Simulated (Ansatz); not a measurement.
Space group Fm-3m (No. 225). a = 6.005 Å, b = 6.005 Å, c = 6.005 Å, α = 90.00°, β = 90.00°, γ = 90.00°
```csv
atom,site,symmetry,x,y,z
Li,8c,-43m,0.2500,0.7500,0.7500
Se,4a,m-3m,0.0000,0.0000,0.0000
```

Equation of state of this Li$_{2}$Se structure (not necessarily the ground state), with shape and atoms relaxed at each volume where symmetry leaves them free. Method: DFT PBE, scalar-relativistic, plane waves, PAW (Ansatz 0.2.0).

Cutoff 420 eV; k points 8×8×8 on the computed 3-atom cell (Γ-centred); Gaussian smearing, width 0.02 eV; no spin polarisation.

```tsv
V (Å³/atom)	E − E(largest V) (meV/atom)	P (GPa)	gap on mesh (eV)
16.962	1.66	2.38	2.93
17.504	-4.19	1.11	2.96
18.045	-6.07	0.02	2.98
18.586	-4.52	-0.92	3.00
19.128	0.00	-1.74	3.02
```

**Question.** Fit a third-order Birch–Murnaghan equation to E(V).

**Answer.** V0 = 18.06 Å³/atom, B0 = 34 GPa, B0' = 3.9.